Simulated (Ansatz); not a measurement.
Space group P6/mmm (No. 191). a = 3.032 Å, b = 3.032 Å, c = 3.223 Å, α = 90.00°, β = 90.00°, γ = 120.00°
| atom | site | symmetry | x | y | z |
| --- | --- | --- | --- | --- | --- |
| Ti | 1a | 6/mmm | 0.0000 | 0.0000 | 0.0000 |
| B | 2d | -6m2 | 0.3333 | 0.6667 | 0.5000 |

Equation of state of this TiB2 structure (not necessarily the ground state), with shape and atoms relaxed at each volume where symmetry leaves them free. It has no gap at any of these volumes. The calculation used Ansatz 0.2.0, DFT PBE, scalar-relativistic, plane waves, PAW.

Settings: cutoff 420 eV, Γ-centred mesh 15×15×14 on the computed 3-atom cell, Gaussian smearing of 0.10 eV; no spin polarisation.

```csv
V (Å³/atom),E − E(largest V) (meV/atom),P (GPa)
7.528,61.75,41.10
7.785,6.34,28.43
8.042,-30.23,17.53
8.298,-50.59,8.13
8.555,-56.96,0.04
8.811,-51.28,-6.95
9.068,-35.20,-12.98
9.410,0.00,-19.75
```

Task: Fit a third-order Birch–Murnaghan equation to E(V).

Result: V0 = 8.56 Å³/atom, B0 = 250 GPa, B0' = 3.9.